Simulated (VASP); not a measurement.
Here is a VASP 6.6.1 calculation.

The input INCAR:

```
SYSTEM = Ti
ALGO = Normal
DIPOL = 0.5 0.5 0.500
EDIFF = 1E-8
ENCUT = 750
IDIPOL = 3
ISIF = 2
ISMEAR = 1
LASPH = .TRUE.
LCHARG = .FALSE.
LDIPOL = .TRUE.
LREAL = .FALSE.
LVACPOTAV = .TRUE.
LVHAR = .TRUE.
LWAVE = .FALSE.
NBANDS = 50
NELM = 120
PREC = Accurate
SIGMA = 0.1
```

File KPOINTS:

```
k-points
0
G
  19 19 1
  0 0 0
```

Contents of POSCAR:

```
Ti
1.0
    2.9499978604      0.0000000000      0.0000000000
   -1.4749989302      2.5547730882      0.0000000000
    0.0000000000      0.0000000000     33.7150000000
Ti
6
Direct
    0.6666666667      0.3333333334      0.3262642741
    0.3333333333      0.6666666666      0.3957585644
    0.6666666667      0.3333333334      0.4652528548
    0.3333333333      0.6666666666      0.5347471452
    0.6666666667      0.3333333334      0.6042414356
    0.3333333333      0.6666666666      0.6737357259
```

Potentials or basis: VASP PAW LDA potentials, release 64 (Ti_sv).

Command:

```console
$ cat potpaw_LDA.64/Ti_sv/POTCAR > POTCAR
$ mpirun -np 1 vasp_std > vasp.out
```

Q: What does it give for the band gap on the k mesh?

A: None (metal or under the smearing width).

Q: Predict the largest force.

A: 1.036 eV/Å.

Forces on the atoms (eV/Å):
```
Ti   0.000  0.000  1.036
Ti   0.000  0.000 -0.611
Ti   0.000  0.000  0.058
Ti   0.000  0.000 -0.058
Ti   0.000  0.000  0.611
Ti   0.000  0.000 -1.036
```
